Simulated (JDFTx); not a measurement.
# GaP under changes of volume

One of the cells (20.240 Å³/atom); the others are scaled copies at fixed shape and fractional positions:

```
CELL_PARAMETERS angstrom
0.00000 2.72525 2.72525
2.72525 0.00000 2.72525
2.72525 2.72525 0.00000
ATOMIC_POSITIONS crystal
Ga 0.00000 0.00000 0.00000
P 0.75000 0.75000 0.75000
```

```yaml
Program: JDFTx 1.7.0 (patched build)
Functional: PBE
Potentials_or_basis: PseudoDojo-SR-PBE-0.5-standard
Cutoff: 1088 eV
Density_cutoff: 4354 eV
k_mesh: 8 × 8 × 8
Occupations: fermi-dirac, width 0.05 eV
Spin: no spin polarisation
```

```tsv
volume (Å³/atom)	energy over the lowest point (meV/atom)	pressure (GPa)	gap on the mesh (eV)
19.026	47.09	8.8	1.52
19.431	27.67	6.5	1.57
19.836	13.78	4.4	1.61
20.240	4.87	2.6	1.64
20.645	0.43	0.9	1.61
21.050	0.00	-0.6	1.50
21.455	?	?	?
```

Task: What does the run at 21.455 Å³/atom give?

Result: Energy over the lowest point 3.17 meV/atom; pressure -1.9 GPa; gap on the mesh 1.34 eV.

Worked out: A Birch-Murnaghan fit of order 3 (a polynomial in V^(-2/3)) to the other rows has its minimum at 20.89 Å³/atom with B0 = V·E''(V) = 77 GPa and B' = 4.4. It gives 3.21 meV/atom at 21.455 Å³/atom, against the run's 3.17, and -dE/dV = -1.9 GPa, against -1.9. A parabola through the other rows of the gap, of slope -6.41 eV per unit of ln V there, extrapolates to 1.41 eV, against the run's 1.34.

Energies are extrapolated to zero smearing.

Caveats: the empty levels aren't tightly converged.

A mesh can miss the band edges. Spin-orbit coupling on Ga is left out.
